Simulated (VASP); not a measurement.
**Results of a VASP single-point calculation on BaHfO3 (cubic perovskite)**

POSCAR

```
Ba Hf O
 1.0000000000000000
     4.1770587708449511   -0.0000000000000000    0.0000000000000000
    -0.0000000000000000    4.1770587708449511   -0.0000000000000000
     0.0000000000000000   -0.0000000000000000    4.1770587708449511
 Ba  Hf  O
   1   1   3
Cartesian
 -0.0000000000000000 -0.0000000000000000  0.0000000000000000
  2.0885293854224756  2.0885293854224756  2.0885293854224756
  2.0885293854224756  2.0885293854224756  0.0000000000000000
  2.0885293854224756 -0.0000000000000000  2.0885293854224756
 -0.0000000000000000  2.0885293854224756  2.0885293854224756
```

The gap between bands v and c is 4.11 eV and the least direct gap is 4.35 eV.

Band v is the last that the valence electrons fill when counted band by band, and c is the next. Levels in eV from the top of v:

| point | v−1 | v | c | c+1 |
| --- | --- | --- | --- | --- |
| Γ | -0.24 | -0.24 | 4.11 | 4.11 |
| X | -0.57 | -0.57 | 4.66 | 6.87 |
| M | -0.94 | -0.08 | 6.78 | 6.78 |
| R | 0.00 | 0.00 | 6.67 | 6.67 |

Question: Which of these levels of theory gave these results?
A. PBE
B. PBE0
C. HSE06
D. r²SCAN
E. LDA
F. PBE with spin–orbit coupling
G. PBEsol

Answer: D.

The INCAR was:

```
EDIFF = 1E-7
LELF = .TRUE.
LCHARG = .TRUE.
NBANDS = 27
IBRION = -1
ISIF = 2
LWAVE = .FALSE.
ENCUT = 520
PREC = Accurate
LREAL = .FALSE.
ALGO = Normal
LASPH = .TRUE.
SIGMA = 0.01
NSW = 0
ISMEAR = 0
NELM = 120
METAGGA = R2SCAN
```
